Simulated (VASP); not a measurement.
# Ag in VASP: single point with r2SCAN+rVV10

Aim: the single point of Ag with r2SCAN+rVV10.

Program: VASP 6.6.1. These are calculated values, not measurements. Logs are shortened: lines on timing, memory, paths and dates and some standing lists are left out, and cuts for length are marked.

### Step 1. The structure

The cell holds a slab with vacuum, 4 atoms: a = 2.924 Å, b = 2.924 Å, c = 28.932 Å, α = 90.00°, β = 90.00°, γ = 120.00°.

The cell was built by a generator and needn't be a form met in nature.

### Step 2. Single point, r2SCAN+rVV10

Contents of POSCAR:

```
Ag
1.0
    2.9239437779      0.0000000000      0.0000000000
   -1.4619718890      2.5322095909      0.0000000000
    0.0000000000      0.0000000000     28.9321819660
Ag
4
Direct
    0.6666666667      0.3333333333      0.5333120565
    0.3333333333      0.6666666667      0.6148450014
    0.0000000000      1.0000000000      0.6951106968
    0.6666666667      0.3333333333      0.7754365431
```

Contents of INCAR.step1:

```
PREC = Accurate ; ENCUT = 520
ISMEAR = 1 ; SIGMA = 0.1
LREAL = False ; LASPH = True
NELM = 100 ; LDIPOL = True
IDIPOL = 3 ; DIPOL = 0.5 0.5 0.655
NBANDS = 30 ; GGA = PE
ALGO = Normal ; EDIFF = 1E-4
LWAVE = True ; LCHARG = False
```

Contents of INCAR.step2:

```
PREC = Accurate ; ENCUT = 520
EDIFF = 1E-6 ; ISMEAR = 1
SIGMA = 0.1 ; LREAL = False
LASPH = True ; NELM = 100
ALGO = Normal ; ISIF = 2
LWAVE = False ; LCHARG = False
LDIPOL = True ; IDIPOL = 3
DIPOL = 0.5 0.5 0.655 ; METAGGA = R2SCAN
LMIXTAU = True ; LUSE_VDW = True
IVDW_NL = 2 ; BPARAM = 11.95
CPARAM = 0.0093 ; NBANDS = 30
ISTART = 1
```

Contents of KPOINTS:

```
regular mesh
0
Gamma
  15 15 1
```

Potentials or basis: VASP PAW PBE potentials, release 64 (Ag).

On the command line:

```bash
> cat potpaw_PBE.64/Ag/POTCAR > POTCAR
> cp INCAR.step1 INCAR
> mpirun -np 1 vasp_std > vasp.out
> cp INCAR.step2 INCAR
> mpirun -np 1 vasp_std > vasp.out
```

OUTCAR:

```text
PREC = Accurate
   ENCUT = 520
   EDIFF = 1E-6
   ISMEAR = 1
   LREAL = False
   LASPH = True
   NELM = 100
   ISIF = 2
   METAGGA = R2SCAN
   IVDW_NL = 2
   BPARAM = 11.95
   ISTART = 1

 ion  position               nearest neighbor table
   1  0.667  0.333  0.533-   2 2.90   2 2.90   2 2.90
   2  0.333  0.667  0.615-   3 2.87   3 2.87   3 2.87   1 2.90   1 2.90   1 2.90
   3  0.000  0.000  0.695-   2 2.87   2 2.87   2 2.87   4 2.87   4 2.87   4 2.87
   4  0.667  0.333  0.775-   3 2.87   3 2.87   3 2.87

  LATTYP: Found a hexagonal cell.
 ALAT       =     2.9239437779
 C/A-ratio  =     9.8949173321

  Lattice vectors:

 A1 = (   2.9239437779,   0.0000000000,   0.0000000000)
 A2 = (  -1.4619718890,   2.5322095909,   0.0000000000)
 A3 = (   0.0000000000,   0.0000000000,  28.9321819660)

Analysis of symmetry for initial positions (statically):
=====================================================================
 Subroutine PRICEL returns:
 Original cell was already a primitive cell.

 Routine SETGRP: Setting up the symmetry group for a
 hexagonal supercell.

 Subroutine GETGRP returns: Found  6 space group operations
 (whereof  6 operations were pure point group operations)
 out of a pool of 24 trial point group operations.

The static configuration has the point symmetry C_3v.

Analysis of symmetry for dynamics (positions and initial velocities):
=====================================================================
 Subroutine PRICEL returns:
 Original cell was already a primitive cell.

 Routine SETGRP: Setting up the symmetry group for a
 hexagonal supercell.

 Subroutine GETGRP returns: Found  6 space group operations
 (whereof  6 operations were pure point group operations)
 out of a pool of 24 trial point group operations.

The dynamic configuration has the point symmetry C_3v.

 Subroutine INISYM returns: Found  6 space group operations
 (whereof  6 operations are pure point group operations),
 and found     1 'primitive' translations

----------------------------------------------------------------------------------------

                                     Primitive cell

  volume of cell :     214.2150

  direct lattice vectors                    reciprocal lattice vectors
     2.923943778  0.000000000  0.000000000     0.342003840  0.197456009  0.000000000
    -1.461971889  2.532209591  0.000000000     0.000000000  0.394912018  0.000000000
     0.000000000  0.000000000 28.932181966     0.000000000  0.000000000  0.034563587

  length of vectors
     2.923943778  2.923943778 28.932181966     0.394912018  0.394912018  0.034563587

  position of ions in fractional coordinates (direct lattice)
     0.666666667  0.333333333  0.533312057
     0.333333333  0.666666667  0.614845001
     0.000000000  0.000000000  0.695110697
     0.666666667  0.333333333  0.775436543

  ion indices of the primitive-cell ions
   primitive index   ion index
                 1           1
                 2           2
                 3           3
                 4           4

----------------------------------------------------------------------------------------

 KPOINTS: regular mesh

Automatic generation of k-mesh.
 Grid dimensions read from file:
 generate k-points for:   15   15    1

 Generating k-lattice:

  Cartesian coordinates                     Fractional coordinates (reciprocal lattice)
     0.022800256  0.013163734  0.000000000     0.066666667  0.000000000  0.000000000
     0.000000000  0.026327468  0.000000000     0.000000000  0.066666667  0.000000000
     0.000000000  0.000000000  0.034563587     0.000000000  0.000000000  1.000000000

  Length of vectors
     0.026327468  0.026327468  0.034563587

  Shift w.r.t. Gamma in fractional coordinates (k-lattice)
     0.000000000  0.000000000  0.000000000

 Subroutine IBZKPT returns following result:
 ===========================================

 Found     27 irreducible k-points:

 Following reciprocal coordinates:
            Coordinates               Weight
  0.000000  0.000000  0.000000      1.000000
  0.066667 -0.000000  0.000000      6.000000
  0.133333 -0.000000  0.000000      6.000000
  0.200000  0.000000  0.000000      6.000000
  0.266667 -0.000000  0.000000      6.000000
  0.333333  0.000000  0.000000      6.000000
[... 16 lines left out ...]
  0.333333  0.200000  0.000000     12.000000
  0.400000  0.200000  0.000000      6.000000
 [... further k-points ...]
   k-points           NKPTS =     27   k-points in BZ     NKDIM =     27   number of bands    NBANDS=     30
   number of dos      NEDOS =    301   number of ions     NIONS =      4
   total plane-waves  NPLWV = 124416
   dimension x,y,z NGX =    24 NGY =   24 NGZ =  216
   dimension x,y,z NGXF=    48 NGYF=   48 NGZF=  432
   ions per type =               4
   NGX,Y,Z   is equivalent  to a cutoff of  13.65, 13.65, 12.41 a.u.
   NGXF,Y,Z  is equivalent  to a cutoff of  27.29, 27.29, 24.82 a.u.
 SYSTEM =  unknown system
   PREC   = accura    normal or accurate (medium, high low for compatibility)
   ISTART =      1    job   : 0-new  1-cont  2-samecut
   ICHARG =      0    charge: 1-file 2-atom 10-const
   ISPIN  =      1    spin polarized calculation?
   LNONCOLLINEAR =      F non collinear calculations
   LSORBIT =      F    spin-orbit coupling
   LASPH  =      T    aspherical Exc in radial PAW
   ENCUT  =  520.0 eV  38.22 Ry    6.18 a.u.   5.44  5.44 53.79*2*pi/ulx,y,z
   NELM   =    100;   NELMIN=  2; NELMDL=  0     # of ELM steps
   EDIFF  = 0.1E-05   stopping-criterion for ELM
   LREAL  =      F    real-space projection
   EDIFFG = 0.1E-04   stopping-criterion for IOM
   NSW    =      0    number of steps for IOM
   IBRION =     -1    ionic relax: 0-MD 1-quasi-New 2-CG
   NFREE  =      0    steps in history (QN), initial steepest desc. (CG)
   ISIF   =      2    stress and relaxation
   ISYM   =      2    0-nonsym 1-usesym 2-fastsym
   POTIM  = 0.5000    time-step for ionic-motion
   TEBEG  =    0.0;   TEEND  =   0.0 temperature during run
   PSTRESS=    0.0 pullay stress
   NELECT =      44.0000    total number of electrons
   NUPDOWN=      -1.0000    fix difference up-down
   EMIN   =  10.00;   EMAX   =-10.00  energy-range for DOS
   EFERMI =   0.00;   METHOD = LEGACY
   ISMEAR =     1;   SIGMA  =   0.10  broadening in eV -4-tet -1-fermi 0-gaus
   EFERMI_NEDOS =   21; number of points for ismear=-14 and -15
   IALGO  =     38    algorithm
   IMIX   =      4    mixing-type and parameters
     AMIX     =   0.40;   BMIX     =  1.00
     AMIX_MAG =   1.60;   BMIX_MAG =  1.00
  volume/ion in A,a.u.               =      53.55       361.40
  Fermi-wavevector in a.u.,A,eV,Ry     =   0.965923  1.825330 12.694330  0.933007
  Thomas-Fermi vector in A             =   2.095681
   LORBIT       =      0    0 simple, 1 ext, 2 COOP (PROOUT), +10 PAW based schemes
   METAGGA = R2SCAN    functional components
   LHFCALC =     F    Hartree Fock is set to
   AEXX    =    0.0000 exact exchange contribution
   IVDW_NL    =     2    kernel type
   BPARAM     =11.9500
   IVDW    =     0    specifies the selected vdW correction
   LEPSILON=     F    determine dielectric tensor
   LRPA    =     F    only Hartree local field effects (RPA)
 non-spin polarized calculation
 Methfessel and Paxton  Order N= 1 SIGMA  =   0.10
  energy-cutoff  :      520.00
  volume of cell :      214.21
 maximum number of plane-waves:      5891
 NGX is ok and might be reduce to    24
   NGX = 11   NGY = 11   NGZ =107

 dipolmoment           0.000000      0.000000      0.000858 electrons x Angstroem

 number of electron      44.0000012 magnetization

 dipolmoment           0.000000      0.000000     -0.000638 electrons x Angstroem

 Free energy of the ion-electron system (eV)
  ---------------------------------------------------
  ext. energy  EPLUGINS =         0.00000000
  ---------------------------------------------------
  free energy    TOTEN  =       -83.02984493 eV

  energy without entropy =      -83.02842960  energy(sigma->0) =      -83.02937315

 E-fermi :  -0.2886     XC(G=0):  -4.7220

 val. band max:       -0.2907244292   @ k =   0.2000   0.2000   0.0000
 cond. band min:      -0.2637442136   @ k =   0.1333   0.0667   0.0000
 fundamental gap:      0.0269802156
 Fermi energy:        -0.2886093690

 k-point     1 :       0.0000    0.0000    0.0000
  band No.  band energies     occupation
      1      -7.9005      2.00000
      2      -7.0511      2.00000
      3      -6.7312      2.00000
      4      -6.5726      2.00000
      5      -5.5070      2.00000
      6      -5.5070      2.00000
[... 22 lines left out ...]
     29       4.9190      0.00000
     30       6.0131      0.00000

 k-point     2 :       0.0667   -0.0000    0.0000
  band No.  band energies     occupation
      1      -7.7797      2.00000
      2      -6.9590      2.00000
      3      -6.6354      2.00000
      4      -6.4880      2.00000
      5      -5.5662      2.00000
      6      -5.5354      2.00000
[... 22 lines left out ...]
     29       5.0128      0.00000
     30       6.1169      0.00000

 k-point     3 :       0.1333   -0.0000    0.0000
  band No.  band energies     occupation
      1      -7.4410      2.00000
      2      -6.7274      2.00000
      3      -6.3851      2.00000
      4      -6.2780      2.00000
      5      -5.7384      2.00000
      6      -5.6189      2.00000
[... 22 lines left out ...]
     29       5.2966      0.00000
     30       6.4283      0.00000

 k-point     4 :       0.2000    0.0000    0.0000
  band No.  band energies     occupation
      1      -6.9920      2.00000
      2      -6.5248      2.00000
      3      -6.2087      2.00000
      4      -6.0839      2.00000
      5      -5.8387      2.00000
      6      -5.6787      2.00000
[... 616 lines left out ...]
     29       7.3891      0.00000
     30       7.9765      0.00000

 k-point    23 :       0.3333    0.2000    0.0000
  band No.  band energies     occupation
      1      -6.5955      2.00000
      2      -6.4464      2.00000
      3      -6.3854      2.00000
      4      -6.0575      2.00000
      5      -5.8990      2.00000
      6      -5.8466      2.00000
[... 22 lines left out ...]
     29       7.4020      0.00000
     30       8.1463      0.00000

 k-point    24 :       0.4000    0.2000    0.0000
  band No.  band energies     occupation
      1      -6.6307      2.00000
      2      -6.4459      2.00000
      3      -6.4141      2.00000
      4      -6.0562      2.00000
      5      -5.9626      2.00000
      6      -5.8598      2.00000
[... 22 lines left out ...]
     29       7.0114      0.00000
     30       7.9076      0.00000

 [... further k-points ...]

------------------------ aborting loop because EDIFF is reached ----------------------------------------

 vacuum level on the upper side and lower side of the slab       (xc-potential included)         0.041         0.054

  FORCE on cell =-STRESS in cart. coord.  units (eV):
  Direction    XX          YY          ZZ          XY          YZ          ZX
  --------------------------------------------------------------------------------------
  -------------------------------------------------------------------------------------
  Total       -2.2577342     -2.2577342     -0.3418045      0.0000000      0.0000000     -0.0000000
  in kB      -16.8862625    -16.8862625     -2.5564567      0.0000000      0.0000000     -0.0000000
  external PRESSURE =     -12.1096606 kB  Pullay stress =       0.0000000 kB

 VOLUME and BASIS-vectors are now :
 -----------------------------------------------------------------------------
  energy-cutoff  :      520.00
  volume of cell :      214.21
      direct lattice vectors                 reciprocal lattice vectors
     2.923943778  0.000000000  0.000000000     0.342003840  0.197456009  0.000000000
    -1.461971889  2.532209591  0.000000000     0.000000000  0.394912018  0.000000000
     0.000000000  0.000000000 28.932181966     0.000000000  0.000000000  0.034563587

 POSITION                                       TOTAL-FORCE (eV/Angst)
 -----------------------------------------------------------------------------------
      1.46197      0.84407     15.42988         0.000000     -0.000000      0.137327
     -0.00000      1.68814     17.78881         0.000000      0.000000     -0.172758
      0.00000      0.00000     20.11107         0.000000     -0.000000      0.065593
      1.46197      0.84407     22.43507        -0.000000     -0.000000     -0.030162
 -----------------------------------------------------------------------------------
    total drift:                                0.000002     -0.000001     -0.000357

  FREE ENERGIE OF THE ION-ELECTRON SYSTEM (eV)
  ---------------------------------------------------
  free  energy   TOTEN  =       -83.0298449277 eV

  energy  without entropy=      -83.0284296044  energy(sigma->0) =      -83.02937315

 vacuum level on the upper side and lower side of the slab         4.200         4.219
```

Wall time 13 min (1 thread of AMD EPYC 9R45 (Zen 5), shared host); peak memory 0.85 GiB.

Results:

| Quantity | Value |
| --- | --- |
| Free energy | -83.0298 eV |
| Largest force | 0.173 eV/Å |
| Band gap on the k mesh | none (metal or under the smearing width) |

Forces on the atoms (eV/Å):
```
Ag   0.000  0.000  0.137
Ag   0.000  0.000 -0.173
Ag   0.000  0.000  0.066
Ag   0.000  0.000 -0.030
```

Levels at points of the mesh, in eV from the Fermi level:
```csv
k point,band 19,band 20,band 21,band 22,band 23,band 24,band 25,band 26
"(0.00, 0.00, 0.00)",-3.61,-3.61,-3.50,-3.40,-3.40,-1.00,0.31,4.07
```

Caveat: the PAW data sets were made with another functional, which shifts forces and pressure a little.
